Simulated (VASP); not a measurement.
Write the native input for VASP 6.6.1 that does the following.

| Item | Value |
| --- | --- |
| Task | density of states |
| Functional | PBE |
| Potentials or basis | VASP PAW PBE potentials, release 64 (Zn, Cu, Sn_d, Se) |
| Cutoff | 520 eV |
| k mesh | 10 × 10 × 10 |
| Occupations | methfessel-paxton, width 0.1 eV |
| Spin | no spin polarisation |
| k mesh for the DOS | 15 × 15 × 15 |
| Occupations for the DOS | tetrahedron |
| Further INCAR settings | ALGO = Normal; EDIFF = 1e-06 |

ZnCu2SnSe4:

```
Zn Cu Sn Se
1.0
    -2.83251    2.83251    5.66312
     2.83251   -2.83251    5.66312
     2.83251    2.83251   -5.66312
Zn Cu Sn Se
1 2 1 4
Direct
  0.75000 0.25000 0.50000
  0.25000 0.75000 0.50000
  0.00000 0.00000 0.00000
  0.50000 0.50000 0.00000
  0.62994 0.63986 0.53100
  0.10886 0.09894 0.46900
  0.90106 0.37006 0.00992
  0.36014 0.89114 0.99008
```

The cell comes from a database or a generator and needn't be the stable form of this composition.

The input as run:

POSCAR

```
ZnCu2SnSe4                              
1.0
   -2.8325121695      2.8325121667      5.6631203632
    2.8325121695     -2.8325121667      5.6631203632
    2.8325121667      2.8325121695     -5.6631203632
  Zn              Cu              Sn              Se            
     1     2     1     4
Direct
     0.7500000000000000    0.2500000000000000    0.5000000000000000
     0.2500000000000000    0.7500000000000000    0.5000000000000000
     0.0000000000000000    0.0000000000000000    0.0000000000000000
     0.5000000000000000    0.5000000000000000    0.0000000000000000
     0.6299398007125161    0.6398559926438869    0.5309960500260681
     0.1088599426178189    0.0989437506864481    0.4690039499739320
     0.9010562493135520    0.3700601992874839    0.0099161919313709
     0.3601440073561131    0.8911400573821811    0.9900838080686292
```

INCAR.step1

```
  PREC = Accurate
  ENCUT = 520
  EDIFF = 1E-6
  ISMEAR = 1
  SIGMA = 0.1
  LREAL = F
  LASPH = T
  NELM = 80
  ALGO = Normal
  ISIF = 2
  LWAVE = F
  LCHARG = T
  LMAXMIX = 4
  GGA = PE
  KPAR = 4
```

KPOINTS.step1

```
regular mesh
0
Gamma
  10 10 10
```

INCAR.step2

```
  PREC = Accurate
  ENCUT = 520
  EDIFF = 1E-6
  ISMEAR = -5
  SIGMA = 0.1
  LREAL = F
  LASPH = T
  NELM = 80
  ALGO = Normal
  ISIF = 2
  LWAVE = F
  LCHARG = F
  LMAXMIX = 4
  GGA = PE
  LORBIT = 11
  KPAR = 4
  NEDOS = 1001
  ICHARG = 11
```

KPOINTS.step2

```
regular mesh
0
Gamma
  15 15 15
```

Potentials or basis: VASP PAW PBE potentials, release 64 (Zn, Cu, Sn_d, Se).

The run is started by

```console
$ cat potpaw_PBE.64/Zn/POTCAR potpaw_PBE.64/Cu/POTCAR potpaw_PBE.64/Sn_d/POTCAR potpaw_PBE.64/Se/POTCAR > POTCAR
$ cp INCAR.step1 INCAR
$ cp KPOINTS.step1 KPOINTS
$ mpirun -np 4 vasp_std > vasp.out
$ cp INCAR.step2 INCAR
$ cp KPOINTS.step2 KPOINTS
$ mpirun -np 4 vasp_std > vasp.out
```

Results of the run:

* Valence electrons inside the program's atomic spheres: Zn 10.78; Cu 10.01, 10.00; Sn 12.25; Se 3.87

Run time: 17 min on 4 MPI ranks on AMD EPYC 9R14 (Zen 4) (shared host), peak memory 3 GiB a rank.
